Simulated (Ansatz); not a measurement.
The polar optical mode of GaN at 50 GPa, worked through

Level of theory: Ansatz 0.2.0, DFT PBE, scalar-relativistic, plane waves, PAW. Plane waves to 420 eV; Γ-centred k mesh 10×10×10; fixed occupations. No spin polarisation. Phonons by linear response, acoustic sum rule imposed.

The cell, relaxed at 50 GPa:
```
Ga N
1.0
     0.00000    2.13373    2.13373
     2.13373    0.00000    2.13373
     2.13373    2.13373    0.00000
Ga N
1 1
Direct
  0.00000 0.00000 0.00000
  0.75000 0.75000 0.75000
```

Other phases may be more stable at this pressure.

Linear response gives ν_TO = 681.4 cm⁻¹, Born charges ±2.588 e (positive on Ga) and ε∞ = 5.244. The primitive cell holds 19.429 Å³, and the masses are 69.723 and 14.007 amu.

Q: Find ν_LO and the static dielectric constant.

A: The long-wave field adds a restoring force: ω_LO² − ω_TO² = Z*²e²/(ε_vac ε∞ μV). In these units ν_LO² − ν_TO² = 4.92064×10⁷ Z*²/(μ V ε∞) cm⁻², with μ = m₁m₂/(m₁ + m₂) = 11.664 amu: 277424 cm⁻². So ν_LO = √(681.4² + 277424) = 861.2 cm⁻¹, and the run gives 861.2. Lyddane–Sachs–Teller then gives ε0 = ε∞ (ν_LO/ν_TO)² = 8.38, against 8.38 in the run (it forms both from the same three quantities, so the match checks the arithmetic only). Between ν_TO and ν_LO the dielectric function is negative and an undamped crystal reflects fully: a reststrahlen band from 11.6 to 14.7 μm.

Q: What do the Clausius–Mossotti polarisability and the Szigeti charge come to?

A: With the Lorentz local field, α = (3V/4π)(ε∞ − 1)/(ε∞ + 2) = 2.72 Å³ for the pair, and e_S = 3Z*/(ε∞ + 2) = 1.07 e. The Born charge includes the electrons' response to the dipole's own local field, and e_S takes that enhancement out. The Lorentz field assumes point-like polarisable ions, a poor picture once ε∞ is this large, since the electron clouds then overlap or are shared, so both numbers are formal here.

Q: How strongly does a slow electron couple to the LO mode?

A: For one isotropic parabolic band, Fröhlich's constant is α_F = (1/ε∞ − 1/ε0) √(m* Ry/ħω_LO), with Ry = 13.606 eV, ħω_LO = 106.8 meV and m* in free-electron masses: α_F = 0.0713 × 11.29 × √m* = 0.81 √m*. The band mass isn't part of this run; for m* = 0.1, 0.3 and 1 it gives 0.25, 0.44, 0.81. In weak coupling the polaron lies α_F ħω_LO below the band edge (47 meV at m* = 0.3) with a mass m*(1 + α_F/6); past α_F of about 5 or 6 that expansion fails. A semilocal functional's ε∞ tends to be too large, which taken alone lowers α_F.

This zinc-blende form isn't the usual stable structure of the compound at low pressure.

Cost: 1 run of about 0.96 core-minutes, on Arm Neoverse V1 (shared hosts).